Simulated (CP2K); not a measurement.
Se:

```
Se
1.0
     4.36620    0.00000    0.00000
    -2.18310    3.78124    0.00000
     0.00000    0.00000    4.95360
Se
3
Direct
  0.77460 0.77460 0.00000
  0.00000 0.22540 0.66667
  0.22540 0.00000 0.33333
```

Program: CP2K 2026.2. Alike in all runs: no spin polarisation; cell as given; k mesh 7 × 7 × 6.

**Question.** Order these runs on this cell by their pressure, lowest first.
A. level LDA; potentials or basis GTH_POTENTIALS Se GTH-PADE-q6; TZVP-MOLOPT-PBE-GTH basis; smearing fermi-dirac 0.0259 eV; NGRIDS 5; potentials Se GTH-PADE-q6 of GTH_POTENTIALS; points a segment of the path (NPOINTS) 10; bands added on the path 4
B. level PBE; potentials or basis POTENTIAL_UZH Se GTH-PBE-q6; TZVP-MOLOPT-PBE-GTH basis; smearing gaussian 0.02 eV; NGRIDS 4; potentials Se GTH-PBE-q6 of POTENTIAL_UZH
C. level PBEsol; potentials or basis POTENTIAL_UZH Se GTH-PBE-q6; TZVP-MOLOPT-PBE-GTH basis; smearing fermi-dirac 0.05 eV; NGRIDS 4; potentials Se GTH-PBE-q6 of POTENTIAL_UZH

**Answer.** A (-0.4 GPa), C (1.9 GPa), B (3.6 GPa).

Caveats: the basis of atomic orbitals isn't converged, which shifts pressures, moduli and gaps; the potentials were made for another functional, which shifts forces and pressure (some runs).
